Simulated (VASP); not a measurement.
## H: single point with PBE

The system is H.

```xyz
2
Lattice="-1.7281 1.7281 1.9794 1.7281 -1.7281 1.9794 1.7281 1.7281 -1.9794" Properties=species:S:1:pos:R:3 pbc="T T T"
H     0.0000    0.0000    3.6309
H     0.0000    0.0000    0.3280
```

The cell isn't the ideal one: strained and moved within a subgroup.

```json
{
  "Program": "VASP 6.6.1",
  "Task": "single point",
  "Functional": "PBE",
  "Potentials or basis": "VASP PAW PBE potentials, release 64 (H)",
  "Cutoff": "520 eV",
  "k mesh": "10 × 10 × 10",
  "Occupations": "gaussian, width 0.02 eV",
  "Spin": "no spin polarisation",
  "Dipole correction": "no",
  "Further INCAR settings": "ALGO = Normal; EDIFF = 1e-06; NBANDS = 8"
}
```

The pressure is 6.7 GPa and the largest force is 4.471 eV/Å. The band gap on the k mesh is 9.84 eV, indirect (least direct gap 10.56 eV).

Forces on the atoms (eV/Å):
```
H    0.000  0.000 -4.471
H    0.000  0.000  4.471
```

Stress tensor (GPa, compression positive):
```
 0.09  0.00  0.00
 0.00  0.09  0.00
 0.00  0.00 19.96
```

Levels at points of the mesh, in eV from the valence-band top:
| k point | band 1 | band 2 | band 3 | band 4 | band 5 | band 6 |
| --- | --- | --- | --- | --- | --- | --- |
| (0.00, 0.00, 0.00) | -2.12 | 13.63 | 18.79 | 24.15 | 24.15 | 26.57 |
| (0.50, 0.00, 0.00) | -0.72 | 9.84 | 17.25 | 19.97 | 20.58 | 23.47 |
| (0.50, 0.50, 0.00) | -0.60 | 11.18 | 15.71 | 16.82 | 20.14 | 21.17 |
| (0.50, 0.50, 0.50) | 0.00 | 11.86 | 16.36 | 16.36 | 16.50 | 18.66 |

Wall time 4.6 s on 1 thread of Intel(R) Xeon(R) 6975P-C (Granite Rapids), on a shared host, peak memory 0.13 GiB.

Caveat: forces of over 1 eV/Å show positions far from the minimum, so gaps and moduli don't describe the material at rest. A k mesh can miss the band edges.
